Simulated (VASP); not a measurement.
The system is GaAs.

```
CELL_PARAMETERS angstrom
0.00000 2.83140 2.83140
2.83140 0.00000 2.83140
2.83140 2.83140 0.00000
ATOMIC_POSITIONS crystal
Ga 0.00000 0.00000 0.00000
As 0.75000 0.75000 0.75000
```

The cell is a database's computed one.

Base run:

| Property | Result |
| --- | --- |
| Program | VASP 6.6.1 |
| Functional | PBEsol |
| Potentials or basis | VASP PAW PBE potentials, release 64 (Ga_d, As) |
| Cutoff | 520 eV |
| k mesh | 16 × 16 × 16 |
| Occupations | gaussian, width 0.02 eV |
| Spin | no spin polarisation |

Its results: band gap on the k mesh 0.42 eV, direct; pressure 0.0 GPa.

Question: The run is repeated on the same cell with these changes: functional from PBEsol to r2SCAN; k mesh from 16 × 16 × 16 to 10 × 10 × 10. What comes out?

Answer: Band gap on the k mesh 0.96 eV, direct; pressure 0.3 GPa.

Several settings changed at once, so the effect can't be laid on one alone.

Caveats: the PAW data sets were made with another functional, which shifts forces and pressure a little.

A k mesh can miss the band edges.
